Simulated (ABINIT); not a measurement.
A run of ABINIT 10.8.3 (patched build):

run.abi

```
# Pseudopotentials
pp_dirpath "./"
pseudos "Pt.upf"

# Structure
acell 5.2404588053 5.2404588053 5.2404588053
rprim
     0.0000000000     0.7071067812     0.7071067812
     0.7071067812     0.0000000000     0.7071067812
     0.7071067812     0.7071067812     0.0000000000
ntypat 1
znucl 78
natom 1
typat 1
xred
     0.0000000000     0.0000000000     0.0000000000

# Plane-wave basis
ecut 42.0

# k points
kptopt 1
ngkpt 12 12 12
nshiftk 1
shiftk 0.0 0.0 0.0

# Exchange and correlation
ixc -116133

# Bands and occupations
nband 13
occopt 3
tsmear 0.05 eV

# SCF cycle
nstep 100
tolvrs 1.0e-10

# Output
iomode 3
prtwf 0
prtden 0
prteig 0
prtebands 0
```

Potentials or basis: PseudoDojo NC SR PBEsol v0.4.1 standard.

Launch:

```console
$ abinit run.abi > log 2>&1
```

Hardware: 1 thread of Intel(R) Xeon(R) Platinum 8259CL CPU @ 2.50GHz (Skylake/Cascade Lake) (shared host).

Q: How long does it take, and how much memory?

A: It took 38 s on 1 thread of Intel(R) Xeon(R) Platinum 8259CL CPU @ 2.50GHz (Skylake/Cascade Lake), with other jobs on the host, peak memory 0.07 GiB. Counts: scf iterations 8, mpi ranks 1, k points 72, bands 13, plane waves 1341.
